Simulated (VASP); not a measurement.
Set up this calculation in VASP 6.6.1, as the native input.

| Property | Result |
| --- | --- |
| Task | relaxation of the atoms |
| Functional | PBE |
| Potentials or basis | VASP PAW PBE potentials, release 64 (Ru_pv) |
| Cutoff | 520 eV |
| k mesh | 14 × 14 × 1 |
| Occupations | methfessel-paxton, width 0.1 eV |
| Spin | no spin polarisation |
| Dipole correction | yes |
| Atoms held fixed (from 0) | [0] |
| Further INCAR settings | ALGO = Normal; EDIFF = 1e-06; IBRION = 2; EDIFFG = -0.02; NSW = 90 |

The structure of Ru lies in POSCAR:

```
Ru
1.0
    2.7193470000      0.0000000000      0.0000000000
   -1.3596735000      2.3550235400      0.0000000000
    0.0000000000      0.0000000000     32.1226475300
Ru
6
Selective dynamics
Direct
    0.3333330000      0.6666670000      0.3328139800  F F F
    0.6666670000      0.3333330000      0.3996883900  T T T
    0.3333330000      0.6666670000      0.4665628000  T T T
    0.6666670000      0.3333330000      0.5334372000  T T T
    0.3333330000      0.6666670000      0.6003116100  T T T
    0.6666670000      0.3333330000      0.6671860200  T T T
```

The cell was built by a generator and needn't be a form met in nature.

The input as run:

INCAR

```
SYSTEM = Ru
  PREC = Accurate
  ENCUT = 520
  EDIFF = 1E-6
  ISMEAR = 1
  SIGMA = 0.1
  LREAL = .FALSE.
  LASPH = .TRUE.
  NELM = 120
  ALGO = Normal
  ISIF = 2
  LWAVE = .FALSE.
  LCHARG = .FALSE.
  LDIPOL = .TRUE.
  IDIPOL = 3
  DIPOL = 0.5 0.5 0.500
  GGA = PE
  IBRION = 2
  NSW = 90
  EDIFFG = -0.02
  KPAR = 2
```

KPOINTS

```
Automatic mesh
0
G
  14 14 1
  0 0 0
```

Potentials or basis: VASP PAW PBE potentials, release 64 (Ru_pv).

Command:

```sh
$ cat potpaw_PBE.64/Ru_pv/POTCAR > POTCAR
$ mpirun -np 2 vasp_std > vasp.out
```

It gave:

The energy gained by relaxing is 13.8 meV/atom and the ionic steps are 14. The band gap on the k mesh is none (metal or under the smearing width).

Wall time 14 min on 2 MPI ranks on Intel(R) Xeon(R) 6975P-C (Granite Rapids), on a shared host, peak memory 0.4 GiB a rank.
